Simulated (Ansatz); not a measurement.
# Rh: equation of state

One table from this session's results is given with a row withheld; the runs are named, their logs left out.

Program: Ansatz 0.2.0. Level of theory: DFT PBE, scalar-relativistic. These are calculated values, not measurements.

**The system as given**

It takes space group Fm-3m (No. 225, cubic). The conventional cell has a = 3.803 Å, b = 3.803 Å, c = 3.803 Å, α = 90.00°, β = 90.00°, γ = 90.00°. Rh (site symmetry m-3m) has 12 Rh at 2.69 Å as nearest neighbours.

As a file:

```cif
data_structure
_symmetry_space_group_name_H-M 'Fm-3m'
_symmetry_Int_Tables_number 225
_cell_length_a 3.8031
_cell_length_b 3.8031
_cell_length_c 3.8031
_cell_angle_alpha 90.000
_cell_angle_beta 90.000
_cell_angle_gamma 90.000
_cell_volume 55.01
loop_
_atom_site_label
_atom_site_type_symbol
_atom_site_symmetry_multiplicity
_atom_site_Wyckoff_symbol
_atom_site_fract_x
_atom_site_fract_y
_atom_site_fract_z
_atom_site_occupancy
Rh1 Rh 4 a 0.00000 0.00000 0.00000 1
```

The file gives the conventional cell by its symmetry; the runs use the cell typed in the input.

The cell comes from a crystallographic database entry that wasn't checked; take it as a given geometry, which may be far from equilibrium.

The first run:

Contents of input.yaml:

```yaml
crystal:
  lattice:
    - [0.0, 1.8630621781, 1.8630621781]
    - [1.8630621781, 0.0, 1.8630621781]
    - [1.8630621781, 1.8630621781, 0.0]
  atoms:
    - { symbol: Rh, position: [0.0, 0.0, 0.0] }
kpoints:
  mp_grid: { grid: [16, 16, 16] }
scf:
  occupations: { method: fermi_dirac, width: 0.08 }
hamiltonian:
  xc: pbe
  pseudopotentials: { kind: all_electron, lapw: { basis_error: 0.001 } }
output:
  forces: true
  stress: true
  eigenvalues: true
```

Steps of the session up to this table: Volume × 0.9405, LAPW; Volume × 0.9405, PAW; Volume × 0.9405, crystal datasets; Volume × 0.98, LAPW; Volume × 0.98, PAW; Volume × 1.02, LAPW; Volume × 1.02, PAW; Volume × 1.06, LAPW; Volume × 1.06, PAW; Volume × 1.06, crystal datasets.

One table of the session follows, with a row left open; its other results are not shown here.

| method | volume (Å³/atom) | pressure (GPa) |
| --- | --- | --- |
| LAPW | 12.933 | 26.47 |
| LAPW | 13.477 | 12.07 |
| LAPW | 13.752 | 5.98 |
| LAPW | 14.027 | 0.59 |
| LAPW | 14.577 | -8.42 |
| PAW | 12.933 | 26.51 |
| PAW | 13.477 | 12.11 |
| PAW | 13.752 | 6.02 |
| PAW | 14.027 | ? |
| PAW | 14.577 | -8.39 |
| crystal datasets | 12.933 | 26.47 |
| crystal datasets | 13.752 | 5.99 |
| crystal datasets | 14.577 | -8.42 |

Q: Estimate the row for PAW, 14.027 from the others.

As computed: pressure (GPa): 0.62. In the column «pressure (GPa)» it lies between LAPW, 14.027 (0.59) and LAPW, 13.752 (5.98).

Caveats from the session: Warnings in the runs' records: gradients without spin orbit, crystal datasets made, band levels unverified.
